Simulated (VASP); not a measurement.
A run of VASP 6.6.1 is set up as follows.

The input INCAR:

```
PREC = Accurate
ENCUT = 520
EDIFF = 1E-6
ISMEAR = 0
SIGMA = 0.1
LREAL = False
LASPH = True
NELM = 100
ALGO = Normal
ISIF = 2
LWAVE = False
LCHARG = False
GGA = PS
NBANDS = 16
```

The input KPOINTS:

```
regular mesh
0
Gamma
  6 6 4
```

POSCAR

```
K
1.0
    4.7623960204      0.0000000000      0.0000000000
   -2.3811980102      4.1243559365      0.0000000000
    0.0000000000      0.0000000000      7.8299713200
K
2
Direct
    0.3333333300      0.6666666700      0.2500000000
    0.6666666700      0.3333333300      0.7500000000
```

Potentials or basis: VASP PAW PBE potentials, release 64 (K_sv).

The run is started by

```bash
$ cat potpaw_PBE.64/K_sv/POTCAR > POTCAR
$ mpirun -np 1 vasp_std > vasp.out
```

Question: Estimate the band gap on the k mesh.

Answer: None (metal or under the smearing width).

Question: Estimate the pressure.

Answer: -0.3 GPa.

Stress tensor (GPa, compression positive):
```
-0.17  0.00  0.00
 0.00 -0.17  0.00
 0.00  0.00 -0.44
```

Caveat: the PAW data sets were made with another functional, which shifts forces and pressure a little.
